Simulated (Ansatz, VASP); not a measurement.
Two plane-wave programs on BiTe

INCAR

```
SYSTEM = BiTe
  PREC = Accurate
  ENCUT = 520
  EDIFF = 1E-6
  ISMEAR = 0
  SIGMA = 0.05
  LREAL = .False.
  LASPH = .True.
  NELM = 80
  ALGO = Normal
  ISIF = 2
  LWAVE = .False.
  LCHARG = .True.
  GGA = PE
  LELF = .True.
  LVHAR = .True.
  NBANDS = 18
```

The input KPOINTS:

```
regular mesh
0
Gamma
  8 8 8
  0 0 0
```

The input POSCAR:

```
BiTe
1.0
    0.0000000000      3.5550901558      3.5550901558
    3.5550901558      0.0000000000      3.5550901558
    3.5550901558      3.5550901558      0.0000000000
Bi Te
1 1
Direct
    0.0000000000      0.0000000000      0.0000000000
    0.2500000000      0.2500000000      0.2500000000
```

Input for Ansatz:

```yaml
crystal:
  lattice:
    - [0.0, 3.5550901558, 3.5550901558]
    - [3.5550901558, 0.0, 3.5550901558]
    - [3.5550901558, 3.5550901558, 0.0]
  atoms:
    - { symbol: Bi, position: [0.0, 0.0, 0.0] }
    - { symbol: Te, position: [0.25, 0.25, 0.25] }
basis:
  ecutwfc: 420
  ecutrho_ratio: 4
kpoints:
  mp_grid: { grid: [8, 8, 8] }
hamiltonian:
  xc: pbe
scf:
  occupations: { method: gaussian, width: 0.05 }
output:
  forces: true
  stress: true
  eigenvalues: true
```

Alike in both runs: task single point; functional PBE; k mesh 8 × 8 × 8; occupations gaussian, width 0.05 eV; no spin polarisation.

|  | VASP | Ansatz |
| --- | --- | --- |
| version | VASP 6.6.1 | Ansatz 0.2.0 |
| potentials or method | VASP PAW PBE potentials, release 64 (Bi_d, Te) | scalar-relativistic, plane waves, PAW |
| plane-wave cutoff (eV) | 520 | 420 |
| valence electrons in the cell | 21 | 31 |

```tsv
	VASP	Ansatz	Ansatz less VASP
gap on the k mesh at the Fermi level (eV)	none	none	-
pressure (GPa)	1.7	1.8	+0.03
```

A gap of «none» marks a metal or a gap that the smearing closes. With one functional, cell and mesh, what is left measures potentials, basis and numerics. The two sets of potentials don't hold the same shells in valence.

Caveats: spin-orbit coupling is left out, which moves the levels of the heavy elements.
